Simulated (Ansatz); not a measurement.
Crystal: Nb.

```
CELL_PARAMETERS angstrom
4.23000 0.00000 0.00000
0.00000 4.23000 0.00000
0.00000 0.00000 4.23000
ATOMIC_POSITIONS crystal
Nb 0.00000 0.00000 0.00000
Nb 0.00000 0.50000 0.50000
Nb 0.50000 0.00000 0.50000
Nb 0.50000 0.50000 0.00000
```

This isn't the form of Nb at room conditions, which is bcc.

Base run:

* Program: Ansatz 0.2.0
* Functional: BLYP
* Potentials or basis: Ansatz PAW
* Cutoff: 420 eV
* Density cutoff: 1680 eV
* k mesh: 6 × 6 × 6
* Occupations: gaussian, width 0.05 eV
* Spin: spin-orbit coupling, no magnetisation

Its results: band gap on the k mesh none (metal or under the smearing width); pressure 4.8 GPa.

Q: The run is repeated on the same cell with these changes: functional from BLYP to r2SCAN; cutoff from 420 eV to 500 eV; density cutoff from 1680 eV to 2000 eV; occupations from gaussian, width 0.05 eV to gaussian, width 0.1 eV. What comes out?

A: Band gap on the k mesh none (metal or under the smearing width); pressure -2.0 GPa.

Caveats: the PAW data sets come from PBE, with cores solved anew for the run's functional, which leaves a small shift of forces and pressure; the potentials were made for another functional, which shifts forces and pressure (some runs).

Not every run made on this cell is shown here.
